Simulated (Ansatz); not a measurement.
Crystal: GaP.

```
Ga P
1.0
     3.45666    0.00000    0.00000
     0.00000    3.45666    0.00000
     0.00000    0.00000    2.80256
Ga P
1 1
Cartesian
  0.0000 0.0000 0.0000
  1.7283 1.7283 1.4013
```

The cell was built by a generator and needn't be a form met in nature.

- Program: Ansatz 0.2.0
- Task: relaxation of cell and atoms
- Functional: HSE03
- Potentials or basis: Ansatz PAW
- Cutoff: 420 eV (not typed: the program's choice for these potentials)
- k mesh: 4 × 4 × 5
- Occupations: fermi-dirac, width 0.05 eV
- Spin: no spin polarisation

At the start: volume 16.74 Å³/atom.

Task: Where does the relaxation end?

Result: It ends after 10 steps and the volume is 16.34 Å³/atom (-2.4 %); space group P4/mmm (No. 123, to 0.05 Å).

The path:
```
step  energy change (eV)  largest force (eV/Å)  volume (Å³)
   1              0.0000                0.0000        33.49
   2             -0.1752                0.0000        32.88
   3             -0.1851                0.0000        32.47
   4             -0.1851                0.0000        32.55
   5             -0.1851                0.0000        32.58
   6             -0.1851                0.0000        32.63
   7             -0.1851                0.0000        32.67
   8             -0.1851                0.0000        32.71
   9             -0.1851                0.0000        32.67
  10             -0.1848                0.0000        32.67
```

Final structure:
```cif
data_structure
_symmetry_space_group_name_H-M 'P 1'
_symmetry_Int_Tables_number 1
_cell_length_a 3.3099
_cell_length_b 3.3099
_cell_length_c 2.9824
_cell_angle_alpha 90.000
_cell_angle_beta 90.000
_cell_angle_gamma 90.000
_cell_volume 32.67
loop_
_atom_site_label
_atom_site_type_symbol
_atom_site_fract_x
_atom_site_fract_y
_atom_site_fract_z
_atom_site_occupancy
Ga1 Ga 0.00000 0.00000 0.00000 1
P1 P 0.50000 0.50000 0.50000 1
```

Caveat: the k mesh is coarse (spacing up to 0.45 Å⁻¹), so the values aren't converged, least of all with exact exchange; the plane-wave basis is chosen anew once the cell has moved, so the energies of steps on either side of that aren't comparable; the PAW data sets come from PBE, with cores solved anew for the run's functional, which leaves a small shift of forces and pressure.
